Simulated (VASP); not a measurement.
The system is KMgF3.

```
K Mg F
1.0
     3.98590    0.00000    0.00000
     0.00000    3.98590    0.00000
     0.00000    0.00000    3.98590
K Mg F
1 1 3
Direct
  0.50000 0.50000 0.50000
  0.00000 0.00000 0.00000
  0.00000 0.00000 0.50000
  0.00000 0.50000 0.00000
  0.50000 0.00000 0.00000
```

Program: VASP 6.6.1. Alike in all runs: task band structure; no spin polarisation; cell as given; k mesh 8 × 8 × 8; cutoff (eV) 520; smearing gaussian 0.02 eV.

Problem. Order these runs on this cell by their band gap on the k mesh, lowest first.
A. level PBEsol; potentials or basis VASP PAW PBE potentials, release 64 (K_sv, Mg, F); further INCAR settings ALGO = Fast; EDIFF = 1e-07
B. level LDA; potentials or basis VASP PAW LDA potentials, release 64 (K_sv, Mg, F); further INCAR settings ALGO = Fast; EDIFF = 1e-07
C. level TB-mBJ; potentials or basis VASP PAW PBE potentials, release 64 (K_sv, Mg, F); further INCAR settings ALGO = Normal; EDIFF = 1e-07
D. level r2SCAN; potentials or basis VASP PAW PBE potentials, release 64 (K_sv, Mg, F); further INCAR settings ALGO = Normal; EDIFF = 1e-07
E. level PBE; potentials or basis VASP PAW PBE potentials, release 64 (K_sv, Mg, F); further INCAR settings ALGO = Fast; EDIFF = 1e-07

Solution. B (6.96 eV), A (7.12 eV), E (7.30 eV), D (8.25 eV), C (10.78 eV).

